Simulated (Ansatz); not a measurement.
The system is MoS2.

```
Mo S
1.0
     0.00000    2.99595    2.99595
     2.99595    0.00000    2.99595
     2.99595    2.99595    0.00000
Mo S
1 2
Direct
  0.00000 0.00000 0.00000
  0.25000 0.25000 0.25000
  0.75000 0.75000 0.75000
```

Measurements of this composition are mostly on another form, of space group No. 194.

Base run:

```yaml
Program: Ansatz 0.2.0
Functional: PBE
Potentials_or_basis: Ansatz PAW
Cutoff: 420 eV
Density_cutoff: 1680 eV
k_mesh: 6 × 6 × 6
Occupations: gaussian, width 0.05 eV
Spin: collinear spin, random start
Starting_moments: "[-0.4, 0.0, 0.0] μB"
Hubbard_terms: Mo d U = 5 eV
```

Its results: band gap on the k mesh none (metal or under the smearing width); pressure 4.8 GPa; net moment -2.03 μB per cell; site moments Mo -2.03; S +0.28 μB.

**Question.** The run is repeated on the same cell with these changes: hubbard terms from Mo d U = 5 eV to Mo d U = 2 eV; moments at the start from [-0.4, 0.0, 0.0] to [0.79, 0.0, 0.0]. What comes out?

**Answer.** Band gap on the k mesh none (metal or under the smearing width); pressure 0.7 GPa; net moment 2.01 μB per cell; site moments Mo +1.67; S -0.10 μB.

Caveats: the magnetic or orbital state may not be the lowest.

Not every run made on this cell is shown here.
